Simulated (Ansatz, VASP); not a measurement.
**SnTe in VASP and in Ansatz**

The input POSCAR:

```
SnTe
1.0
    0.0000000000      3.6231432509      3.6231432509
    3.6231432509      0.0000000000      3.6231432509
    3.6231432509      3.6231432509      0.0000000000
Sn Te
1 1
Direct
    0.0000000000      0.0000000000      0.0000000000
    0.7500000000      0.7500000000      0.7500000000
```

The input INCAR.step1:

```
ALGO = Normal
EDIFF = 1E-4
ENCUT = 520
GGA = PE
ISMEAR = 1
LASPH = True
LCHARG = False
LREAL = False
LWAVE = True
NBANDS = 17
NELM = 60
PREC = Accurate
SIGMA = 0.02
```

Contents of INCAR.step2:

```
ALGO = Normal
EDIFF = 1E-6
ENCUT = 520
ISIF = 2
ISMEAR = 1
ISTART = 1
LASPH = True
LCHARG = True
LELF = True
LMIXTAU = True
LREAL = False
LVHAR = True
LWAVE = False
METAGGA = R2SCAN
NBANDS = 17
NELM = 60
PREC = Accurate
SIGMA = 0.02
```

File KPOINTS:

```
k-points
0
Gamma
  6 6 6
```

Input for Ansatz:

```yaml
crystal:
  lattice:
    - [0.0, 3.6231432509238815, 3.6231432509238815]
    - [3.6231432509238815, 0.0, 3.6231432509238815]
    - [3.6231432509238815, 3.6231432509238815, 0.0]
  atoms:
    - { symbol: Sn, position: [0.0, 0.0, 0.0] }
    - { symbol: Te, position: [0.75, 0.75, 0.75] }
basis:
  ecutwfc: 550.0
kpoints:
  mp_grid:
    grid: [6, 6, 6]
hamiltonian:
  xc: r2scan
  pseudopotentials:
    kind: paw
scf:
  occupations:
    method: methfessel_paxton
    width: 0.02
output:
  stress: true
```

Measurements of this composition are mostly on another form, of space group No. 225.

Alike in both runs: task single point; functional r2SCAN; k mesh 6 × 6 × 6; occupations methfessel-paxton of order 1, width 0.02 eV; no spin polarisation.

```csv
,VASP,Ansatz
version,VASP 6.6.1,Ansatz 0.2.0
potentials or method,"VASP PAW PBE potentials, release 64 (Sn_d, Te)","plane waves, PAW"
plane-wave cutoff (eV),520,550
valence electrons in the cell,20,30
```

|  | VASP | Ansatz | Ansatz less VASP |
| --- | --- | --- | --- |
| pressure (GPa) | -0.8 | -0.8 | +0.02 |

The two sets of potentials don't hold the same shells in valence.

Caveats: the PAW data sets were made with another functional, which shifts forces and pressure a little (VASP).
